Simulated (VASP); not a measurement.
# AlN (P6_3mc) in VASP: further runs

The runs below take AlN through relaxation of cell and atoms, with PBE.

All numbers are computed with VASP 6.6.1; they aren't measurements. Logs are shortened: lines on timing, memory, paths and dates and some standing lists are left out, and cuts for length are marked.

## (1) The crystal as given

Symmetry: P6_3mc, No. 186, hexagonal system. The conventional cell has a = 3.113 Å, b = 3.113 Å, c = 4.981 Å, α = 90.00°, β = 90.00°, γ = 120.00°. Al (site symmetry 3m) has 4 N at 1.89 Å as nearest neighbours. N (site symmetry 3m) has 4 Al at 1.89 Å as nearest neighbours.

## (2) Relaxation of cell and atoms, PBE

INCAR

```
SYSTEM = AlN
  PREC = Accurate
  ENCUT = 520
  EDIFF = 1E-7
  ISMEAR = 0
  SIGMA = 0.02
  LREAL = .FALSE.
  LASPH = .TRUE.
  NELM = 80
  ALGO = Fast
  ISIF = 3
  LWAVE = .FALSE.
  LCHARG = .FALSE.
  GGA = PE
  IBRION = 2
  NSW = 80
  EDIFFG = -0.002
  KPAR = 4
```

KPOINTS

```
regular mesh
0
G
  12 12 6
  0 0 0
```

POSCAR

```
AlN
1.0
    3.1130000000      0.0000000000      0.0000000000
   -1.5565000000      2.6959370800      0.0000000000
    0.0000000000      0.0000000000      4.9810000000
Al N
2 2
Direct
    0.3333333300      0.6666666700      0.0000000000
    0.6666666700      0.3333333300      0.5000000000
    0.3333333300      0.6666666700      0.3800000000
    0.6666666700      0.3333333300      0.8800000000
```

Potentials or basis: VASP PAW PBE potentials, release 64 (Al, N).

Command:

```bash
cat potpaw_PBE.64/Al/POTCAR potpaw_PBE.64/N/POTCAR > POTCAR
mpirun -np 4 vasp_std > vasp.out
```

OUTCAR:

```text
SYSTEM = AlN
   PREC = Accurate
   ENCUT = 520
   EDIFF = 1E-7
   ISMEAR = 0
   LREAL = .FALSE.
   LASPH = .TRUE.
   NELM = 80
   ISIF = 3
   GGA = PE
   IBRION = 2
   NSW = 80
   EDIFFG = -0.002

 ion  position               nearest neighbor table
   1  0.333  0.667  0.000-   3 1.89   4 1.89   4 1.89   4 1.89   2 3.07   2 3.07   2 3.07   2 3.07
                             2 3.07   2 3.07
   2  0.667  0.333  0.500-   4 1.89   3 1.89   3 1.89   3 1.89   1 3.07   1 3.07   1 3.07   1 3.07
                             1 3.07   1 3.07
   3  0.333  0.667  0.380-   1 1.89   2 1.89   2 1.89   2 1.89
   4  0.667  0.333  0.880-   2 1.89   1 1.89   1 1.89   1 1.89

  LATTYP: Found a hexagonal cell.
 ALAT       =     3.1130000000
 C/A-ratio  =     1.6000642467

  Lattice vectors:

 A1 = (   3.1130000000,   0.0000000000,   0.0000000000)
 A2 = (  -1.5565000000,   2.6959370800,   0.0000000000)
 A3 = (   0.0000000000,   0.0000000000,   4.9810000000)

Analysis of symmetry for initial positions (statically):
=====================================================================
 Subroutine PRICEL returns:
 Original cell was already a primitive cell.

 Routine SETGRP: Setting up the symmetry group for a
 hexagonal supercell.

 Subroutine GETGRP returns: Found 12 space group operations
 (whereof  6 operations were pure point group operations)
 out of a pool of 24 trial point group operations.

The static configuration has the point symmetry C_3v.
 The point group associated with its full space group is C_6v.

Analysis of symmetry for dynamics (positions and initial velocities):
=====================================================================
 Subroutine PRICEL returns:
 Original cell was already a primitive cell.

 Routine SETGRP: Setting up the symmetry group for a
 hexagonal supercell.

 Subroutine GETGRP returns: Found 12 space group operations
 (whereof  6 operations were pure point group operations)
 out of a pool of 24 trial point group operations.

The dynamic configuration has the point symmetry C_3v.
 The point group associated with its full space group is C_6v.

 Subroutine INISYM returns: Found 12 space group operations
 (whereof  6 operations are pure point group operations),
 and found     1 'primitive' translations

----------------------------------------------------------------------------------------

                                     Primitive cell

  volume of cell :      41.8028

  direct lattice vectors                    reciprocal lattice vectors
     3.113000000  0.000000000  0.000000000     0.321233537  0.185464269  0.000000000
    -1.556500000  2.695937080  0.000000000     0.000000000  0.370928538  0.000000000
[... 117 lines left out ...]
   IVDW    =     0    specifies the selected vdW correction
   LEPSILON=     F    determine dielectric tensor
   LRPA    =     F    only Hartree local field effects (RPA)
 conjugate gradient relaxation of ions
 non-spin polarized calculation
 RMM-DIIS sequential band-by-band and
 Gauss-broadening in eV      SIGMA  =   0.02
  energy-cutoff  :      520.00
  volume of cell :       41.80
 maximum number of plane-waves:      1152
 NGX is ok and might be reduce to    24
   NGX = 11   NGY = 11   NGZ = 19

--------------------------------------- Ionic step        1  -------------------------------------------

 number of electron      15.9999997 magnetization

 Free energy of the ion-electron system (eV)
  ---------------------------------------------------
  ext. energy  EPLUGINS =         0.00000000
  ---------------------------------------------------
  free energy    TOTEN  =       -29.77128297 eV

  energy without entropy =      -29.77128297  energy(sigma->0) =      -29.77128297

------------------------ aborting loop because EDIFF is reached ----------------------------------------

  FORCE on cell =-STRESS in cart. coord.  units (eV):
  Direction    XX          YY          ZZ          XY          YZ          ZX
  --------------------------------------------------------------------------------------
  -------------------------------------------------------------------------------------
  Total        0.7596663      0.7596663      1.1924679      0.0000000      0.0000000      0.0000000
  in kB       29.1157514     29.1157514     45.7037544      0.0000000      0.0000000      0.0000000
  external PRESSURE =      34.6450857 kB  Pullay stress =       0.0000000 kB
[... 253 lines left out ...]
--------------------------------------- Ionic step        8  -------------------------------------------

 number of electron      15.9999998 magnetization

 Free energy of the ion-electron system (eV)
  ---------------------------------------------------
  ext. energy  EPLUGINS =         0.00000000
  ---------------------------------------------------
  free energy    TOTEN  =       -29.78011845 eV

  energy without entropy =      -29.78011845  energy(sigma->0) =      -29.78011845

 E-fermi :   6.0772     XC(G=0): -10.8329

 val. band max:        5.9757495666   @ k =   0.0000   0.0000   0.0000
 cond. band min:      10.0320707707   @ k =   0.0000   0.0000   0.0000
 fundamental gap:      4.0563212041
 Fermi energy:         6.0771982802

 k-point     1 :       0.0000    0.0000    0.0000
  band No.  band energies     occupation
      1      -9.0983      2.00000
      2      -7.0122      2.00000
      3       0.0648      2.00000
      4       5.1325      2.00000
      5       5.1325      2.00000
      6       5.7748      2.00000
      7       5.7748      2.00000
      8       5.9757      2.00000
      9      10.0321      0.00000
     10      12.4990      0.00000
     11      16.4429      0.00000
     12      17.0157      0.00000
[... 331 lines left out ...]
 k-point    24 :       0.3333    0.0000    0.1667
  band No.  band energies     occupation
      1      -7.8043      2.00000
      2      -6.6105      2.00000
      3       1.1323      2.00000
      4       2.0799      2.00000
      5       2.6817      2.00000
      6       4.2366      2.00000
      7       5.1966      2.00000
      8       5.3311      2.00000
      9      11.7609      0.00000
     10      12.5780      0.00000
     11      14.3310      0.00000
     12      16.0181      0.00000

 [... further k-points ...]

------------------------ aborting loop because EDIFF is reached ----------------------------------------

  FORCE on cell =-STRESS in cart. coord.  units (eV):
  Direction    XX          YY          ZZ          XY          YZ          ZX
  --------------------------------------------------------------------------------------
  -------------------------------------------------------------------------------------
  Total       -0.0004490     -0.0004490     -0.0028339      0.0000000      0.0000000      0.0000000
  in kB       -0.0169181     -0.0169181     -0.1067755      0.0000000      0.0000000      0.0000000
  external PRESSURE =      -0.0468705 kB  Pullay stress =       0.0000000 kB
[... 19 lines left out ...]
  FREE ENERGIE OF THE ION-ELECTRON SYSTEM (eV)
  ---------------------------------------------------
  free  energy   TOTEN  =       -29.7801184453 eV

  energy  without entropy=      -29.7801184453  energy(sigma->0) =      -29.78011845

 reached required accuracy - stopping structural energy minimisation
```

CONTCAR:

```text
AlN
   1.00000000000000
     3.1285822098553231   -0.0000000000000000   -0.0000000000000000
    -1.5642911049276615    2.7094316695520368    0.0000000000000000
    -0.0000000000000000    0.0000000000000000    5.0164164499750044
  Al              N
     2     2
Direct
     0.3333333300000021    0.6666666699999979    0.9992562416566567
     0.6666666699999979    0.3333333300000021    0.4992562416566568
     0.3333333300000021    0.6666666699999979    0.3807437583433457
     0.6666666699999979    0.3333333300000021    0.8807437583433458

  0.00000000E+00  0.00000000E+00  0.00000000E+00
  0.00000000E+00  0.00000000E+00  0.00000000E+00
  0.00000000E+00  0.00000000E+00  0.00000000E+00
  0.00000000E+00  0.00000000E+00  0.00000000E+00
```

Run time: 53 s. Hardware: 4 MPI ranks of AMD EPYC 7R13 (Zen 3), shared host; peak memory 0.15 GiB.

Results:

```yaml
Free_energy: -29.7801 eV
Relaxed_volume: 10.63 Å³/atom
Relaxed_cell: a = 3.129 Å, b = 3.129 Å, c = 5.016 Å, α = 90.00°, β = 90.00°, γ = 120.00°
Space_group_after_relaxing_to_0.05_Å: P6_3mc (No. 186)
Energy_gained_by_relaxing: 2.2 meV/atom
Ionic_steps: 8
Pressure_after_relaxing: 0.0 GPa
Band_gap_on_the_k_mesh: 4.06 eV, direct
```

Step by step:
| step | energy change (eV) | largest force (eV/Å) | pressure (GPa) | volume (Å³) |
| --- | --- | --- | --- | --- |
| 1 | 0.0000 | 0.1289 | 3.46 | 41.80 |
| 2 | -0.0018 | 0.0914 | -2.90 | 43.18 |
| 3 | -0.0088 | 0.0039 | 0.00 | 42.52 |
| 4 | -0.0088 | 0.0061 | 0.07 | 42.51 |
| 5 | -0.0088 | 0.0065 | 0.05 | 42.51 |
| 6 | -0.0088 | 0.0068 | 0.04 | 42.51 |
| 7 | -0.0088 | 0.0016 | -0.03 | 42.53 |
| 8 | -0.0088 | 0.0007 | 0.00 | 42.52 |

Final structure:
```yaml
crystal:
  lattice:
    - [3.12858, 0.00000, 0.00000]
    - [-1.56429, 2.70943, 0.00000]
    - [0.00000, 0.00000, 5.01642]
  atoms:
    - { symbol: Al, position: [0.33333, 0.66667, 0.99926] }
    - { symbol: Al, position: [0.66667, 0.33333, 0.49926] }
    - { symbol: N, position: [0.33333, 0.66667, 0.38074] }
    - { symbol: N, position: [0.66667, 0.33333, 0.88074] }
```

## (3) Relaxation of cell and atoms, PBE

This run uses another cell than the first one, of 10.63 Å³/atom, 1.017 times its volume.

INCAR is that of step 2.

KPOINTS is that of step 2.

POSCAR

```
AlN                                     
1.0
    3.1285822099     -0.0000000000     -0.0000000000
   -1.5642911049      2.7094316696      0.0000000000
   -0.0000000000      0.0000000000      5.0164164500
  Al              N             
     2     2
Direct
     0.3333333300000021    0.6666666699999979    0.9992562416566567
     0.6666666699999979    0.3333333300000021    0.4992562416566568
     0.3333333300000021    0.6666666699999979    0.3807437583433457
     0.6666666699999979    0.3333333300000021    0.8807437583433458
```

Potentials or basis: VASP PAW PBE potentials, release 64 (Al, N).

Command:

```bash
cat potpaw_PBE.64/Al/POTCAR potpaw_PBE.64/N/POTCAR > POTCAR
mpirun -np 4 vasp_std > vasp.out
```

OUTCAR:

```text
SYSTEM = AlN
   PREC = Accurate
   ENCUT = 520
   EDIFF = 1E-7
   ISMEAR = 0
   LREAL = .FALSE.
   LASPH = .TRUE.
   NELM = 80
   ISIF = 3
   GGA = PE
   IBRION = 2
   NSW = 80
   EDIFFG = -0.002

 ion  position               nearest neighbor table
   1  0.333  0.667  0.999-   4 1.90   4 1.90   4 1.90   3 1.91   2 3.09   2 3.09   2 3.09   2 3.09
                             2 3.09   2 3.09
   2  0.667  0.333  0.499-   3 1.90   3 1.90   3 1.90   4 1.91   1 3.09   1 3.09   1 3.09   1 3.09
                             1 3.09   1 3.09
   3  0.333  0.667  0.381-   2 1.90   2 1.90   2 1.90   1 1.91
   4  0.667  0.333  0.881-   1 1.90   1 1.90   1 1.90   2 1.91

  LATTYP: Found a hexagonal cell.
 ALAT       =     3.1285822099
 C/A-ratio  =     1.6034152576

  Lattice vectors:

 A1 = (   3.1285822099,   0.0000000000,   0.0000000000)
 A2 = (  -1.5642911049,   2.7094316696,   0.0000000000)
 A3 = (   0.0000000000,   0.0000000000,   5.0164164500)

Analysis of symmetry for initial positions (statically):
=====================================================================
 Subroutine PRICEL returns:
 Original cell was already a primitive cell.

 Routine SETGRP: Setting up the symmetry group for a
 hexagonal supercell.

 Subroutine GETGRP returns: Found 12 space group operations
 (whereof  6 operations were pure point group operations)
 out of a pool of 24 trial point group operations.

The static configuration has the point symmetry C_3v.
 The point group associated with its full space group is C_6v.

Analysis of symmetry for dynamics (positions and initial velocities):
=====================================================================
 Subroutine PRICEL returns:
 Original cell was already a primitive cell.

 Routine SETGRP: Setting up the symmetry group for a
 hexagonal supercell.

 Subroutine GETGRP returns: Found 12 space group operations
 (whereof  6 operations were pure point group operations)
 out of a pool of 24 trial point group operations.

The dynamic configuration has the point symmetry C_3v.
[... 141 lines left out ...]
 maximum number of plane-waves:      1170
 NGX is ok and might be reduce to    24
   NGX = 11   NGY = 11   NGZ = 19

 number of electron      15.9999998 magnetization

 Free energy of the ion-electron system (eV)
  ---------------------------------------------------
  ext. energy  EPLUGINS =         0.00000000
  ---------------------------------------------------
  free energy    TOTEN  =       -29.78053285 eV

  energy without entropy =      -29.78053285  energy(sigma->0) =      -29.78053285

 E-fermi :   6.0772     XC(G=0): -10.8329

 val. band max:        5.9757874942   @ k =   0.0000   0.0000   0.0000
 cond. band min:      10.0320520315   @ k =   0.0000   0.0000   0.0000
 fundamental gap:      4.0562645373
 Fermi energy:         6.0771613609

 k-point     1 :       0.0000    0.0000    0.0000
  band No.  band energies     occupation
      1      -9.0983      2.00000
      2      -7.0123      2.00000
      3       0.0648      2.00000
      4       5.1325      2.00000
      5       5.1325      2.00000
      6       5.7748      2.00000
      7       5.7748      2.00000
      8       5.9758      2.00000
      9      10.0321      0.00000
     10      12.4990      0.00000
     11      16.4429      0.00000
     12      17.0157      0.00000
[... 331 lines left out ...]
 k-point    24 :       0.3333    0.0000    0.1667
  band No.  band energies     occupation
      1      -7.8044      2.00000
      2      -6.6106      2.00000
      3       1.1323      2.00000
      4       2.0799      2.00000
      5       2.6817      2.00000
      6       4.2366      2.00000
      7       5.1966      2.00000
      8       5.3311      2.00000
      9      11.7609      0.00000
     10      12.5780      0.00000
     11      14.3312      0.00000
     12      16.0671      0.00000

 [... further k-points ...]

------------------------ aborting loop because EDIFF is reached ----------------------------------------

  FORCE on cell =-STRESS in cart. coord.  units (eV):
  Direction    XX          YY          ZZ          XY          YZ          ZX
  --------------------------------------------------------------------------------------
  -------------------------------------------------------------------------------------
  Total        0.0028025      0.0028025      0.0018516      0.0000000      0.0000000      0.0000000
  in kB        0.1055923      0.1055923      0.0697642      0.0000000      0.0000000      0.0000000
  external PRESSURE =       0.0936496 kB  Pullay stress =       0.0000000 kB

 VOLUME and BASIS-vectors are now :
 -----------------------------------------------------------------------------
  energy-cutoff  :      520.00
  volume of cell :       42.52
      direct lattice vectors                 reciprocal lattice vectors
     3.128582210  0.000000000  0.000000000     0.319633602  0.184540546  0.000000000
    -1.564291105  2.709431670  0.000000000     0.000000000  0.369081092  0.000000000
     0.000000000  0.000000000  5.016416450     0.000000000  0.000000000  0.199345491

 POSITION                                       TOTAL-FORCE (eV/Angst)
 -----------------------------------------------------------------------------------
     -0.00000      1.80629      5.01269         0.000000      0.000000     -0.000715
      1.56429      0.90314      2.50448        -0.000000      0.000000     -0.000715
     -0.00000      1.80629      1.90997        -0.000000     -0.000000      0.000715
      1.56429      0.90314      4.41818         0.000000      0.000000      0.000715
 -----------------------------------------------------------------------------------
    total drift:                               -0.000009      0.000005      0.000620

  FREE ENERGIE OF THE ION-ELECTRON SYSTEM (eV)
  ---------------------------------------------------
  free  energy   TOTEN  =       -29.7805328497 eV

  energy  without entropy=      -29.7805328497  energy(sigma->0) =      -29.78053285

 reached required accuracy - stopping structural energy minimisation
```

CONTCAR:

```text
AlN
   1.00000000000000
     3.1285822098999998    0.0000000000000000    0.0000000000000000
    -1.5642911048999999    2.7094316695999998    0.0000000000000000
     0.0000000000000000    0.0000000000000000    5.0164164500000004
  Al              N
     2     2
Direct
     0.3333333300000021    0.6666666699999979    0.9992562416566599
     0.6666666699999979    0.3333333300000021    0.4992562416566599
     0.3333333300000021    0.6666666699999979    0.3807437583433426
     0.6666666699999979    0.3333333300000021    0.8807437583433426

  0.00000000E+00  0.00000000E+00  0.00000000E+00
  0.00000000E+00  0.00000000E+00  0.00000000E+00
  0.00000000E+00  0.00000000E+00  0.00000000E+00
  0.00000000E+00  0.00000000E+00  0.00000000E+00
```

Run time: 15 s. Hardware: 4 MPI ranks of AMD EPYC 7R13 (Zen 3), shared host; peak memory 0.15 GiB.

Results:

```
Free energy             : -29.7805 eV
Pressure after relaxing : 0.0 GPa
Band gap on the k mesh  : 4.06 eV, direct
```

Final structure:
```
CELL_PARAMETERS angstrom
3.12858 0.00000 0.00000
-1.56429 2.70943 0.00000
0.00000 0.00000 5.01642
ATOMIC_POSITIONS crystal
Al 0.33333 0.66667 0.99926
Al 0.66667 0.33333 0.49926
N 0.33333 0.66667 0.38074
N 0.66667 0.33333 0.88074
```

Caveat: the relaxation stopped at its first step, so nothing moved.
